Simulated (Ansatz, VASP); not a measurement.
**One calculation of Pt, two programs**

```
Pt
1.0
     0.00805    1.96808    1.96231
     1.93251    0.01136    1.95900
     1.93178    1.96405    0.01208
Pt
1
Direct
  0.00000 0.00000 0.00000
```

Change from the starting cell: all atoms moved at random, cell strained at random.

Alike in both runs: task single point; functional PBE; k mesh 16 × 16 × 16; occupations gaussian, width 0.1 eV; no spin polarisation.

|  | VASP | Ansatz |
| --- | --- | --- |
| version | VASP 6.6.1 | Ansatz 0.2.0 |
| potentials or method | VASP PAW PBE potentials, release 64 (Pt) | scalar-relativistic, plane waves, PAW |
| plane-wave cutoff (eV) | 520 | 420 |
| valence electrons in the cell | 10 | 18 |

Ansatz gave:

* gap on the k mesh at the Fermi level (eV): none
* pressure (GPa): 16.5
* largest component of the traceless stress (GPa): 1.14

Task: What did VASP give for the same quantities?

Result: gap on the k mesh at the Fermi level (eV): none; pressure (GPa): 16.0; largest component of the traceless stress (GPa): 1.14.

A gap of «none» marks a metal or a gap that the smearing closes. The functional is the same, so the differences come from potentials, cutoffs and numerics. The two sets of potentials don't hold the same shells in valence.

Caveats: so large a pressure means that the cell lies far from this level's equilibrium, or that cutoff or potentials fall short (VASP). Spin-orbit coupling is left out, which matters for the levels of Pt.
